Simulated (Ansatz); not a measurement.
Runs of Ansatz 0.2.0 on KTaO3. It takes space group Pm-3m (No. 221, cubic). The conventional cell has a = 3.988 Å, b = 3.988 Å, c = 3.988 Å, α = 90.00°, β = 90.00°, γ = 90.00°. Around Ta (site symmetry m-3m) lie 6 O at 1.99 Å. K (site symmetry m-3m) has 12 O at 2.82 Å as nearest neighbours. O (site symmetry 4/mmm) is surrounded by 2 Ta at 1.99 Å. 

```csv
cell,target pressure (GPa),gap on the mesh (eV),pressure (GPa)
relaxed to 5 GPa,5,(b),5.0
relaxed to 20 GPa,20,2.90,20.0
relaxed to 30 GPa,30,2.97,30.0
relaxed to 10 GPa,10,2.80,10.0
relaxed,0,2.69,0.0
relaxed to 2 GPa,2,(a),2.0
```

Alike in all rows: task relaxation of cell and atoms; level r2SCAN; potentials or basis Ansatz PAW; no spin polarisation; k mesh 7 × 7 × 7; cutoff (eV) 500; smearing fermi-dirac 0.05 eV.

Estimate the missing entries.

(a) 2.71; (b) 2.75.

Caveats: odd divisions of the mesh miss points on the zone boundary, where band edges often lie, so the gap on the mesh can be too wide; the plane-wave basis is chosen anew once the cell has moved, so the energies of steps on either side of that aren't comparable; spin-orbit coupling is left out, which moves the levels of the heavy elements; the PAW data sets come from PBE, with cores solved anew for the run's functional, which leaves a small shift of forces and pressure.

A k mesh can miss the band edges, and the runs leave out spin-orbit coupling on Ta.
